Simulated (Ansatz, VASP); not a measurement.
**Ga4AsP3 (random alloy of the zinc-blende GaP-GaAs line, x = 0.25): VASP beside Ansatz**

One calculation is typed for both programs; each brings its own data sets. How far apart do they land? Of the first pair: The structure shown is the start of the Ansatz relaxation below; VASP solves that cell, so the two are compared at the walk's first step.

Program: Ansatz 0.2.0. Level of theory: plane waves, with VASP 6.6.1 beside it; PBE. Results are calculated unless marked as measured.

**1. The structure**

The cell holds 64 atoms: 32 Ga, 24 P and 8 As. Cell: a = 11.140 Å, b = 11.140 Å, c = 11.140 Å, α = 90.0°, β = 90.0°, γ = 90.0°. It derives from GaP (zinc-blende GaP-GaAs), repeated 2×2×2. Zinc-blende GaP-GaAs: 64 atoms, 8 of 32 P sites given to As at random, cell and internal coordinates interpolated linearly between the end members (Vegard's rule); (so at first; earlier steps may have moved the atoms), displaced by a Gaussian of 0.02 A. Lattice constants are starting values near those of PBE.

**2. Ansatz: relaxation, PBE**

Ansatz runs on its default PAW (the set named soft_2) files.

The two programs are compared at the cell with which this relaxation starts, whose forces are those of its first step.

The input, input.yaml:

```yaml
crystal:
  lattice:
    - [11.14, 0.0, 0.0]
    - [0.0, 11.14, 0.0]
    - [0.0, 0.0, 11.14]
  atoms:
    - { symbol: Ga, position: [0.00292, 0.9989, 0.99905] }
    - { symbol: P, position: [0.12307, 0.12655, 0.12087] }
    - { symbol: Ga, position: [0.00313, 0.24863, 0.25057] }
    - { symbol: P, position: [0.12455, 0.37762, 0.3713] }
    - { symbol: Ga, position: [0.24942, 0.99931, 0.25204] }
    - { symbol: P, position: [0.37303, 0.12469, 0.37342] }
    - { symbol: Ga, position: [0.25008, 0.25105, 0.99802] }
    - { symbol: P, position: [0.37706, 0.37662, 0.1259] }
    - { symbol: Ga, position: [0.00162, 0.99877, 0.49978] }
    - { symbol: As, position: [0.12332, 0.12452, 0.62595] }
    - { symbol: Ga, position: [0.99876, 0.24929, 0.74877] }
    - { symbol: P, position: [0.12348, 0.37379, 0.87498] }
    - { symbol: Ga, position: [0.24799, 0.00042, 0.75298] }
    - { symbol: P, position: [0.37633, 0.12466, 0.87341] }
    - { symbol: Ga, position: [0.24866, 0.25304, 0.50009] }
    - { symbol: P, position: [0.37386, 0.37534, 0.62877] }
    - { symbol: Ga, position: [0.00022, 0.50111, 0.00054] }
    - { symbol: P, position: [0.12437, 0.62295, 0.12437] }
    - { symbol: Ga, position: [0.99962, 0.75105, 0.25151] }
    - { symbol: As, position: [0.12667, 0.87551, 0.37659] }
    - { symbol: Ga, position: [0.24865, 0.50225, 0.25092] }
    - { symbol: P, position: [0.37446, 0.62588, 0.37486] }
    - { symbol: Ga, position: [0.25203, 0.75273, 0.00392] }
    - { symbol: P, position: [0.37249, 0.87241, 0.12409] }
    - { symbol: Ga, position: [0.00029, 0.50157, 0.50057] }
    - { symbol: As, position: [0.12137, 0.62445, 0.62649] }
    - { symbol: Ga, position: [0.00041, 0.75137, 0.7496] }
    - { symbol: As, position: [0.12464, 0.87533, 0.87574] }
    - { symbol: Ga, position: [0.25036, 0.50021, 0.7488] }
    - { symbol: P, position: [0.37568, 0.62522, 0.87703] }
    - { symbol: Ga, position: [0.25215, 0.75033, 0.49933] }
    - { symbol: As, position: [0.37385, 0.87576, 0.62514] }
    - { symbol: Ga, position: [0.49938, 8.0e-05, 0.99889] }
    - { symbol: P, position: [0.62625, 0.1242, 0.1272] }
    - { symbol: Ga, position: [0.50072, 0.25107, 0.24803] }
    - { symbol: P, position: [0.6253, 0.37633, 0.37329] }
    - { symbol: Ga, position: [0.74952, 6.0e-05, 0.24753] }
    - { symbol: P, position: [0.87557, 0.12652, 0.37346] }
    - { symbol: Ga, position: [0.75063, 0.24764, 0.99993] }
    - { symbol: P, position: [0.8721, 0.37701, 0.12573] }
    - { symbol: Ga, position: [0.49996, 0.99861, 0.50229] }
    - { symbol: P, position: [0.62853, 0.12166, 0.62722] }
    - { symbol: Ga, position: [0.50292, 0.25061, 0.74785] }
    - { symbol: P, position: [0.62655, 0.37468, 0.87392] }
    - { symbol: Ga, position: [0.74779, 0.00099, 0.75142] }
    - { symbol: P, position: [0.87388, 0.12593, 0.87295] }
    - { symbol: Ga, position: [0.75144, 0.25008, 0.49967] }
    - { symbol: P, position: [0.87482, 0.37656, 0.62635] }
    - { symbol: Ga, position: [0.50095, 0.50025, 0.00014] }
    - { symbol: P, position: [0.62611, 0.62542, 0.12623] }
    - { symbol: Ga, position: [0.49944, 0.74563, 0.25187] }
    - { symbol: P, position: [0.62893, 0.87579, 0.37482] }
    - { symbol: Ga, position: [0.74976, 0.49979, 0.25003] }
    - { symbol: As, position: [0.87299, 0.62407, 0.37321] }
    - { symbol: Ga, position: [0.75045, 0.74947, 0.00089] }
    - { symbol: P, position: [0.87469, 0.87677, 0.12538] }
    - { symbol: Ga, position: [0.50393, 0.4966, 0.49884] }
    - { symbol: As, position: [0.62662, 0.62954, 0.62455] }
    - { symbol: Ga, position: [0.50008, 0.74959, 0.75239] }
    - { symbol: As, position: [0.62448, 0.87622, 0.87443] }
    - { symbol: Ga, position: [0.74772, 0.50056, 0.7509] }
    - { symbol: P, position: [0.87732, 0.6248, 0.87389] }
    - { symbol: Ga, position: [0.75101, 0.75043, 0.5005] }
    - { symbol: P, position: [0.87487, 0.87708, 0.62566] }
kpoints:
  mp_grid: { grid: [1, 1, 1] }
hamiltonian:
  xc: pbe
scf:
  occupations: { method: fermi_dirac, width: 0.025 }
output:
  forces: true
relax:
  f_tol: 0.04
  max_steps: 150
  cell: {}
```

On the command line:

```bash
> ansatz run input.yaml --threads 4 --pin off --max-ram 8192MiB --backend cpu --events-out ev --progress --plain --runs-dir out
```

Numbers of over 12 decimals in the logs are rounded to 6 here.

What it wrote:

```text
Engine: ansatz 0.2.0, aarch64-unknown-linux-gnu
Pseudopotentials: kind: paw
Pseudopotential: Ga, paw, valence charge 13, recommended cutoff 420 eV (normal), Ga.paw.azcp
Pseudopotential: P, paw, valence charge 5, recommended cutoff 420 eV (normal), P.paw.azcp
Pseudopotential: As, paw, valence charge 15, recommended cutoff 420 eV (normal), As.paw.azcp
Functional definition: PBE
  parameter kappa = 0.804
  parameter beta = 0.066725
  exchange = pbe_x(kappa = kappa, mu = beta*pi^2/3)
  correlation = pbe_c(beta = beta)
Crystal: 64 atoms, lattice volume = 1382.470 Å³
Basis set: ecut = 420 eV, 27081 PW (Γ), exchange–correlation on 150×150×150 points (8 copies of the dense FFT grid, shifted against one another)
Bands: 394, of which v1, the nominal top of the filled ones, is band 328 counted from 1 (327 counted from 0)
Symmetry: 1 space group operations
Space group: P1 (ITA 1), of the structure as read, at distance tolerance 1.1e-4 Å
k-points: 1
Non-local potential: Ga, projectors of the file, l = 0: 2, l = 1: 2, l = 2: 3, l = 3: 1
Non-local potential: P, projectors of the file, l = 0: 2, l = 1: 2, l = 2: 2
Non-local potential: As, projectors of the file, l = 0: 2, l = 1: 2, l = 2: 3, l = 3: 1
PAW form: soft (Blöchl's): semilocal exchange-correlation on the pseudo side does not see the compensation charge
PAW one-centre angular grid: Ga, 590 points (default); XC on 64 Gauss nodes
PAW one-centre angular grid: P, 110 points (default); XC on 64 Gauss nodes
PAW one-centre angular grid: As, 590 points (default); XC on 64 Gauss nodes
Initial density: superposition of atomic densities (neutral atoms: chi_scale 0, normalization atom), corrected by the library's trained network
Initial wavefunctions: pseudopotential atomic-orbital guess
Functional: x = pbe(κ = 0.804, μ = 0.219515), c = pbe(β = 0.066725)
SCF iter   1: F=—  HF=-178061.889343 eV  |F-HF|=—  |Δ(HF+E_count)|=         —  Δρ=1.72e-3  dr2=3.00e-2  ethr=1.77e-3  ⟨swp⟩=7.0  Hψ=1587  notcnv=0
preconditioner: auto → Resta (q_TF=auto, 2.410 Å⁻¹)  ε∞=4.0  [insulator: Δε(μ)=1.152 eV  Ē_g=13.876 eV  σ=0.025 eV  W_gap=1.00  n_scr=340 (ndim 8)  ℏωp=24.0 eV  f_vac=0.033  D(μ)=0.00/eV (n_scr^D=0)  ε∞_Penn≈4.0]
SCF iter   2: F=—  HF=-178061.830682 eV  |F-HF|=—  |Δ(HF+E_count)|=   5.87e-2  Δρ=6.90e-4  dr2=7.88e-3  ethr=4.57e-6  ⟨swp⟩=3.0  Hψ=854  notcnv=0  defer=49
SCF iter   3: F=—  HF=-178061.830975 eV  |F-HF|=—  |Δ(HF+E_count)|=   2.93e-4  Δρ=4.55e-4  dr2=1.49e-3  ethr=1.20e-6  ⟨swp⟩=2.0  Hψ=667  notcnv=0  defer=49
SCF iter   4: F=—  HF=-178061.829968 eV  |F-HF|=—  |Δ(HF+E_count)|=   1.01e-3  Δρ=1.43e-4  dr2=2.18e-4  ethr=2.27e-7  ⟨swp⟩=2.0  Hψ=627  notcnv=0  defer=49
SCF iter   5: F=—  HF=-178061.829968 eV  |F-HF|=—  |Δ(HF+E_count)|=   1.65e-7  Δρ=3.70e-5  dr2=1.99e-5  ethr=3.32e-8  ⟨swp⟩=2.0  Hψ=667  notcnv=0  defer=49
SCF iter   6: F=—  HF=-178061.829207 eV  |F-HF|=—  |Δ(HF+E_count)|=   7.60e-4  Δρ=2.15e-5  dr2=4.97e-6  ethr=3.03e-9  ⟨swp⟩=3.0  Hψ=670  notcnv=0  defer=49
SCF iter   7: F=—  HF=-178061.829208 eV  |F-HF|=—  |Δ(HF+E_count)|=   3.56e-7  Δρ=8.81e-6  dr2=7.72e-7  ethr=7.58e-10  ⟨swp⟩=2.0  Hψ=667  notcnv=0  defer=49
SCF iter   8: F=—  HF=-178061.829208 eV  |F-HF|=—  |Δ(HF+E_count)|=   8.11e-7  Δρ=1.62e-6  dr2=1.09e-7  ethr=1.18e-10  ⟨swp⟩=2.0  Hψ=667  notcnv=0  defer=49
SCF iter   9: F=-178061.829208 eV  HF=-178061.829208 eV  |F-HF|=6.02e-9  |Δ(HF+E_count)|=   1.65e-8  Δρ=7.23e-7  dr2=7.24e-9  ethr=1.52e-11  ⟨swp⟩=4.0  Hψ=1366  notcnv=0
SCF 1 converged in 9 iterations: F = -178061.829208 eV  dr2 = 7.24e-9
  greatest PAW one-centre occupation: 0.999 electrons in one spin orbital (limit 2), on the As atom at site 27 (counted from 0), in its partial waves of l = 2
relax step   1: F+E_penalty+E_count = -178061.82920845 eV  Δ(F+E_penalty+E_count) = +0.000e0 eV  max|allowed force component| = 1.030e0 eV/Å  Δτ_max = 0.0000 Å  P = +0.275 GPa  Ω = 1382.470 Å³  (9 SCF iters, dr2 threshold 1.00e-7 eV, accepted)
Crystal: 64 atoms, lattice volume = 1384.347 Å³
Basis set: ecut = 420 eV, 27133 PW (Γ), exchange–correlation on 150×150×150 points (8 copies of the dense FFT grid, shifted against one another)
Initial density: handed on by an earlier stage of this run
Initial wavefunctions: those handed on with the density
iter 1 solved again at ethr=4.26e-5 eV; its pass at ethr=3.10e-3 eV (dr2=2.79e-1 eV) is discarded
SCF iter   1: F=—  HF=-178062.727077 eV  |F-HF|=—  |Δ(HF+E_count)|=         —  Δρ=7.19e-3  dr2=2.82e-1  ethr=4.26e-5  ⟨swp⟩=5.0  Hψ=1751  notcnv=0  defer=9
preconditioner: auto → Resta (q_TF=auto, 2.409 Å⁻¹)  ε∞=4.0  [insulator: Δε(μ)=1.143 eV  Ē_g=13.881 eV  σ=0.025 eV  W_gap=1.00  n_scr=340 (ndim 8)  ℏωp=24.0 eV  f_vac=0.033  D(μ)=0.00/eV (n_scr^D=0)  ε∞_Penn≈4.0]
SCF iter   2: F=—  HF=-178062.696967 eV  |F-HF|=—  |Δ(HF+E_count)|=   3.01e-2  Δρ=3.69e-3  dr2=7.84e-2  ethr=4.26e-5  ⟨swp⟩=8.0  Hψ=567  notcnv=0  defer=5
[...]
atom  12  P      0.00045517     0.00104004    -0.00018099
  atom  13  Ga    -0.00082004     0.00062331    -0.00011430
  atom  14  P     -0.00027655    -0.00008546    -0.00087787
  atom  15  Ga     0.00079175    -0.00173510     0.00134140
  atom  16  P     -0.00111148    -0.00000902    -0.00120620
  atom  17  Ga     0.00040069     0.00011435    -0.00098484
  atom  18  P      0.00107200    -0.00120409     0.00250644
  atom  19  Ga    -0.00015002    -0.00166696    -0.00130738
  atom  20  As     0.00076148     0.00213292     0.00166423
  atom  21  Ga    -0.00127872    -0.00007532    -0.00119359
  atom  22  P      0.00066801     0.00089005    -0.00041375
  atom  23  Ga    -0.00062004     0.00043596    -0.00127377
  atom  24  P     -0.00197423     0.00021267    -0.00266023
  atom  25  Ga     0.00032868    -0.00125821     0.00024508
  atom  26  As    -0.00080677    -0.00025526     0.00121954
  atom  27  Ga    -0.00064005    -0.00101169     0.00075438
  atom  28  As     0.00031887     0.00110809    -0.00064567
  atom  29  Ga    -0.00039042     0.00006089     0.00036373
  atom  30  P      0.00006823     0.00035751    -0.00042156
  atom  31  Ga    -0.00058543     0.00050947    -0.00060206
  atom  32  As     0.00132961    -0.00212180    -0.00085678
  atom  33  Ga     0.00108086    -0.00015273     0.00022054
  atom  34  P     -0.00007307    -0.00046011     0.00088257
  atom  35  Ga     0.00168545     0.00049271    -0.00148163
[...]
atom  57  Ga     0.00008698     0.00160250     0.00101944
  atom  58  As     0.00104436    -0.00122205     0.00067595
  atom  59  Ga     0.00119960    -0.00117627     0.00179191
  atom  60  As     0.00049515     0.00047907    -0.00015624
  atom  61  Ga     0.00027037     0.00035393    -0.00027264
  atom  62  P     -0.00096094     0.00057902    -0.00047205
  atom  63  Ga    -0.00019335     0.00035635     0.00040948
  atom  64  P     -0.00025680     0.00107423    -0.00221915
  max |Σ_I F_I| component: 2.39e-6 eV/Å
--- Stress (GPa, compression-positive) ---
        0.003207       0.000878      -0.000969
        0.000878       0.004108      -0.000460
       -0.000969      -0.000460       0.004588
  P = ⅓ Tr σ = 0.0040 GPa (0.040 kbar)
--- Relaxed structure (4 steps of the walk, 4 accepted, 1 SCFs on fresh bases) ---
  F+E_penalty+E_count = -178062.75017172 eV   max|allowed force component| = 2.660e-3 eV/Å   (the final SCF, on the basis selected at the relaxed cell)
  cell:  # Å, volume = 1383.5891 Å³
    - [11.143376, -8.189164350305873e-5, -0.000140927]
    - [-8.189164350305873e-5, 11.143097, -0.0002072]
    - [-0.000140927, -0.0002072, 11.142546]
  atoms:
    - { symbol: Ga, position: [-0.00341102, 1.004482, 1.003721] }
    - { symbol: P, position: [0.125122, 0.127454, 0.125063] }
    - { symbol: Ga, position: [0.000132962, 0.250225, 0.249834] }
    - { symbol: P, position: [0.126116, 0.374039, 0.372831] }
    - { symbol: Ga, position: [0.253358, 1.004484, 0.246728] }
    - { symbol: P, position: [0.377252, 0.127492, 0.372754] }
    - { symbol: Ga, position: [0.249679, 0.251413, 1.000851] }
    - { symbol: P, position: [0.375259, 0.375073, 0.125087] }
    - { symbol: Ga, position: [-0.0057079, 1.001167, 0.499380] }
    - { symbol: As, position: [0.124219, 0.128422, 0.624988] }
    - { symbol: Ga, position: [0.997344, 0.253841, 0.754415] }
    - { symbol: P, position: [0.125112, 0.374980, 0.877364] }
    - { symbol: Ga, position: [0.252949, 0.00437509, 0.753703] }
    - { symbol: P, position: [0.376393, 0.128606, 0.877436] }
    - { symbol: Ga, position: [0.253513, 0.253092, 0.496254] }
    - { symbol: P, position: [0.376311, 0.374098, 0.625062] }
    - { symbol: Ga, position: [0.00108218, 0.499461, 0.000644963] }
    - { symbol: P, position: [0.126109, 0.622966, 0.124107] }
    - { symbol: Ga, position: [1.000540, 0.749757, 0.242476] }
    - { symbol: As, position: [0.125081, 0.876362, 0.371996] }
    - { symbol: Ga, position: [0.249844, 0.499471, 0.248889] }
    - { symbol: P, position: [0.376418, 0.622854, 0.371707] }
    - { symbol: Ga, position: [0.253350, 0.746477, 0.0040679] }
    - { symbol: P, position: [0.376305, 0.875418, 0.126106] }
    - { symbol: Ga, position: [-0.000153143, 0.492582, 0.499671] }
    - { symbol: As, position: [0.125165, 0.622178, 0.626117] }
    - { symbol: Ga, position: [-0.00641466, 0.750165, 0.750374] }
    - { symbol: As, position: [0.124262, 0.875279, 0.878204] }
    - { symbol: Ga, position: [0.253188, 0.495693, 0.754311] }
    - { symbol: P, position: [0.375222, 0.621685, 0.878539] }
    - { symbol: Ga, position: [0.253113, 0.746575, 0.495931] }
    - { symbol: As, position: [0.377216, 0.876414, 0.624047] }
    - { symbol: Ga, position: [0.498071, 0.00397923, 1.003957] }
    - { symbol: P, position: [0.625153, 0.126557, 0.125922] }
    - { symbol: Ga, position: [0.500602, 0.250763, 0.248929] }
    - { symbol: P, position: [0.624234, 0.373151, 0.373701] }
    - { symbol: Ga, position: [0.749534, 0.00105004, 0.249122] }
    - { symbol: P, position: [0.873083, 0.126579, 0.373732] }
    - { symbol: Ga, position: [0.749195, 0.250013, 1.000662] }
    - { symbol: P, position: [0.874984, 0.374127, 0.124241] }
    - { symbol: Ga, position: [0.504192, 1.004764, 0.496093] }
    - { symbol: P, position: [0.626058, 0.127641, 0.624048] }
    - { symbol: Ga, position: [0.501345, 0.250535, 0.750103] }
    - { symbol: P, position: [0.625230, 0.374122, 0.876353] }
    - { symbol: Ga, position: [0.752010, 0.00488932, 0.747921] }
    - { symbol: P, position: [0.873938, 0.127482, 0.876446] }
    - { symbol: Ga, position: [0.749533, 0.250975, 0.499510] }
    - { symbol: P, position: [0.874000, 0.373149, 0.626130] }
    - { symbol: Ga, position: [0.500761, 0.498851, 0.000917136] }
    - { symbol: P, position: [0.624327, 0.623893, 0.125079] }
    - { symbol: Ga, position: [0.501197, 0.750187, 0.249756] }
    - { symbol: P, position: [0.625106, 0.877462, 0.372675] }
    - { symbol: Ga, position: [0.746115, 0.496048, 0.246777] }
    - { symbol: As, position: [0.874068, 0.624070, 0.373104] }
    - { symbol: Ga, position: [0.752625, 0.746925, 0.00373443] }
    - { symbol: P, position: [0.873958, 0.876408, 0.124945] }
    - { symbol: Ga, position: [0.497977, 0.496239, 0.496232] }
    - { symbol: As, position: [0.625195, 0.623027, 0.624927] }
    - { symbol: Ga, position: [0.497362, 0.746132, 0.754526] }
    - { symbol: As, position: [0.625989, 0.876311, 0.877204] }
    - { symbol: Ga, position: [0.752706, 0.496399, 0.753552] }
    - { symbol: P, position: [0.875045, 0.622995, 0.877341] }
    - { symbol: Ga, position: [0.748835, 0.756549, 0.499364] }
    - { symbol: P, position: [0.872851, 0.877521, 0.625196] }
```

(Continued in part 2 of 2.)

[Lines on the potential files, build, host, timing and source positions are cut from VASP's logs without a mark.]

[Logs are printed without paths, hosts, clocks, repeated set-up lines and the standing remarks that a program may print on its own settings, such as how far it seeks lower states.]

[Hosts, paths, dates, database ids (printed as entryN), source tags and the programs' standing remarks are cut or masked in the printed files.]
